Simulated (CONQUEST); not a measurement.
Crystal: SiC (Moissanite).

```
Si C
1.0
     3.07600    0.00000    0.00000
     0.00000    5.04800    0.00000
     0.00000    0.00000    5.32779
Si C
4 4
Direct
  0.49312 0.50824 0.83088
  0.99312 0.50824 0.33088
  0.49343 0.00133 0.16720
  0.99343 0.00133 0.66720
  0.49583 0.88747 0.84341
  0.99583 0.88747 0.34341
  0.49802 0.38002 0.17107
  0.99802 0.38002 0.67107
```

The cell isn't the ideal one: atoms moved at random, drawn with an rms of 0.05 Å.

Base run:

```yaml
Program: CONQUEST 1.3
Functional: PBE
Potentials_or_basis: PseudoDojo NC PBE, SZP, grid cutoff 120 Ha
k_mesh: 6 × 4 × 4
Occupations: fermi-dirac, width 0.05 eV
Spin: no spin polarisation
```

Its results: band gap on the k mesh 2.34 eV; pressure 12.9 GPa; largest force 1.710 eV/Å.

The run is repeated on the same cell with these changes: potentials or basis from PseudoDojo NC PBE, SZP, grid cutoff 120 Ha to PseudoDojo NC PBE, DZP, multi-site functions of range 12 bohr, grid cutoff 120 Ha. What comes out?

Band gap on the k mesh 2.15 eV; pressure 6.3 GPa; largest force 1.577 eV/Å.

Caveats: the basis of atomic orbitals isn't converged, which shifts pressures, moduli and gaps; the atomic basis is small (some runs); the box holds several primitive cells, so bands are folded and the points are those of the box's own zone (some runs); multi-site functions contract the basis, which raises the energy a little and makes forces and stress less exact (some runs).

A k mesh can miss the band edges.
